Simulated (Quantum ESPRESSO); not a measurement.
## MgO under changes of volume

One of the cells (11.804 Å³/atom); the others are scaled copies at fixed shape and fractional positions:

```
CELL_PARAMETERS angstrom
3.30779 0.00000 0.00000
-1.65389 2.86463 0.00000
0.00000 0.00000 4.98288
ATOMIC_POSITIONS crystal
Mg 0.66667 0.33333 0.50216
Mg 0.33333 0.66667 0.00216
O 0.66667 0.33333 0.90244
O 0.33333 0.66667 0.40244
```

Measurements of this composition are mostly on another form, of space group No. 225.

* Program: Quantum ESPRESSO 7.5
* Functional: r2SCAN
* Potentials or basis: SG15 PBE 1.2
* Cutoff: 1197 eV
* Density cutoff: 4789 eV
* k mesh: 6 × 6 × 4
* Occupations: fermi-dirac, width 0.05 eV
* Spin: no spin polarisation

```tsv
volume (Å³/atom)	energy over the lowest point (meV/atom)	pressure (GPa)	gap on the mesh (eV)
11.096	21.87	9.5	4.43
11.332	10.07	6.2	4.30
11.568	?	?	?
11.804	0.00	0.5	4.07
12.040	0.85	-2.0	3.96
12.276	5.13	-4.2	3.85
12.512	12.52	-6.2	3.74
```

Question: What does the run at 11.568 Å³/atom give?

Answer: Energy over the lowest point 2.93 meV/atom; pressure 3.2 GPa; gap on the mesh 4.18 eV.

Worked out: A Birch-Murnaghan fit of order 3 (a polynomial in V^(-2/3)) to the other rows has its minimum at 11.87 Å³/atom with B0 = V·E''(V) = 126 GPa and B' = 4.1 at fixed shape and positions, which overstates the stiffness. It gives 2.93 meV/atom at 11.568 Å³/atom, against the run's 2.93, and -dE/dV = 3.4 GPa, against 3.2. A straight line through the other rows of the gap, of slope -5.71 eV per unit of ln V (its deformation potential), gives 4.19 eV, against the run's 4.18.

Energies are extrapolated to zero smearing.

Caveats: the potentials were made for another functional, which shifts forces and pressure.
